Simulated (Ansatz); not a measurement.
Calculated ³³S NMR of the central transition for RuS2

Cell: a Materials Project structure (computed, not necessarily an observed phase), atoms as given.

Space group Pa-3 (No. 205); a = 5.6306 Å.

```
site  Wyckoff  site symmetry       x       y       z
  Ru       4a           .-3.  0.0000  0.5000  0.5000
   S       8c            .3.  0.3882  0.1118  0.8882
```

One atom of each set is listed.

Computed with Ansatz: DFT, PBEsol, plane waves and PAW, scalar-relativistic, collinear spin, 420 eV cutoff, Γ-centred 5×5×5 k-points, Fermi–Dirac smearing 0.02 eV. Start moments as typed (μB): 2 on each Ru, none on the rest.

³³S has I = 3/2 and Q = -69.40 mb (Pyykkö 2018); at 28.2 T its Larmor frequency is ν₀ = 92.3 MHz. Only the quadrupole interaction is simulated: positions count from each site's isotropic chemical shift, and shift anisotropy, dipolar and J coupling are left out.

(1) Give C_Q, η, the quadrupolar product P_Q = |C_Q|(1 + η²/3)^½, the second-order isotropic shift and the breadth of the pattern (static powder) for each S site.

Answers

(1) 

```csv
site,first shell,C_Q (MHz),η,P_Q (MHz),δ_QIS (ppm),breadth (kHz)
S,"1 S at 2.18 Å, 3 Ru at 2.36 Å",-23.9,0.00,23.9,-1673,804
```

δ_QIS = −(ν_Q²/30ν₀²)[I(I+1) − 3/4](1 + η²/3) × 10⁶ ppm with ν_Q = 3|C_Q|/[2I(2I−1)]; it falls as 1/B₀² in ppm, and the breadth as 1/B₀ in kHz.

An axis of threefold or higher order runs through S, so V_zz lies along it and η is zero. The structure holds S–S bonds (2.18 Å).

At this cell the principal stresses reach 5 GPa in size with PBEsol, which can matter for small gradients. The largest force is 0.3 eV/Å, so the atoms aren't at the calculated equilibrium and relaxing them would move these values. Without spin–orbit coupling (the program notes it for Ru) the gradients can shift somewhat, as the gap is small. The start moments die out, and the run ends without spin.
